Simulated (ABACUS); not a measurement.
**ZnS (Wurtzite-4H): equation of state with SCAN**

The system is ZnS (Wurtzite-4H).

```xyz
8
Lattice="3.8227 0.0000 0.0000 -1.9114 3.3106 0.0000 0.0000 0.0000 12.5200" Properties=species:S:1:pos:R:3 pbc="T T T"
Zn    1.9114    1.1035    9.3900
Zn    0.0000    2.2070    3.1300
Zn    0.0000    0.0000    6.2600
Zn    0.0000    0.0000    0.0000
S     1.9114    1.1035   11.7375
S     0.0000    2.2070    5.4775
S     0.0000    0.0000    8.6075
S     0.0000    0.0000    2.3475
```

```json
{"Program": "ABACUS 3.10.1", "Task": "equation of state", "Functional": "SCAN", "Potentials or basis": "SG15 ONCV 1.2 PBE", "Cutoff": "1361 eV", "Density cutoff": "5442 eV", "Basis": "DZP LCAO (the cutoffs set its grid)", "k mesh": "6 × 6 × 2", "Occupations": "fermi-dirac, width 0.05 eV", "Spin": "no spin polarisation", "Radial cutoff of the potentials (pseudo_rcut)": "7 bohr", "Orbital files": "Zn Zn_confined-atom_7au_3s2p2d1f.orb, S S_confined-atom_7au_2s2p1d.orb", "SCF threshold on the density": "1e-07", "Max SCF steps": "100", "Eigensolver": "genelpa", "Mixing": "broyden", "Mixing share": "0.7", "Symmetry key": "1", "Bands": "63"}
```

```
Equilibrium volume                        : 19.95 Å³/atom (rough: see the caveat)
Bulk modulus at fixed shape and positions : 82 GPa (rough)
```

Energy against volume, from the lowest point:
```tsv
volume (Å³/atom)	energy (meV/atom)
18.617	21.44
19.409	2.90
20.202	0.00
20.994	13.11
```

All runs of the series together: 4.3 min on 4 threads of Intel(R) Xeon(R) Platinum 8259CL CPU @ 2.50GHz (Skylake/Cascade Lake), with other jobs on the host.

Caveat: the atomic orbitals were generated for these runs and aren't a published set; the fit is doubtful: noisy points or a state that changes with volume; the cell was scaled at fixed shape and fractional positions, which overstates the stiffness of a crystal with free parameters, most of all of layers and chains; the potentials were made for another functional, which shifts forces and pressure; the basis of atomic orbitals isn't converged, which shifts pressures, moduli and gaps.
